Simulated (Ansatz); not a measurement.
Clean, relaxed (100) surface of WC, space group P-6m2 (No. 187) (top face towards +c; atoms held fixed, by place in the list: 1, 2, 3):

```yaml
crystal:
  lattice:
    - [2.82761, 0.00000, 0.00000]
    - [0.00000, 2.89841, 0.00000]
    - [0.00000, 0.00000, 22.85690]
  atoms:
    - { symbol: C, position: [0.50000, 0.00000, 0.37188] }
    - { symbol: W, position: [0.00000, 0.50000, 0.40848] }
    - { symbol: C, position: [0.50000, 0.50000, 0.48170] }
    - { symbol: W, position: [0.00000, 0.00000, 0.51833] }
    - { symbol: C, position: [0.50000, 0.00000, 0.59194] }
    - { symbol: W, position: [0.00000, 0.50000, 0.62590] }
```

The calculation used DFT PBEsol, scalar-relativistic, plane waves, PAW (Ansatz). Plane waves to 420 eV, a k mesh through Γ of 10×10×1 on the computed 6-atom cell and Gaussian smearing (0.10 eV); no spin polarisation. A dipole correction removes the field between periodic images along c.

The adsorption energy is E(slab + adsorbate) − E(slab) − E(free adsorbate, spin-polarised where open-shell). With the adsorbate the cell is lengthened along c to keep the vacuum.

**Question.** C (atom) is put at the bridge (C-W) at (0.25, 0.75) site, one adsorbate per 8.2 Å². What structure does it relax to?

**Answer.** E_ads = -7.73 eV. Contacts: C–C 1.60 Å, C–W 2.13 Å.

```
CELL_PARAMETERS angstrom
2.82761 0.00000 0.00000
0.00000 2.89841 0.00000
0.00000 0.00000 24.85690
ATOMIC_POSITIONS crystal
C 0.50000 0.00000 0.34196
W 0.00000 0.50000 0.37562
C 0.50000 0.50000 0.44294
W 0.99977 0.99984 0.47740
C 0.49965 0.99974 0.54073
W 0.99931 0.49972 0.57911
C 0.49946 0.99964 0.60521
```

Each end is the local minimum or symmetric point that its start leads to. The slab is only 5.9 Å thick, so the energies aren't converged with thickness.

The adsorbed runs have no spin polarisation, so weakly bound open-shell ends lie too high.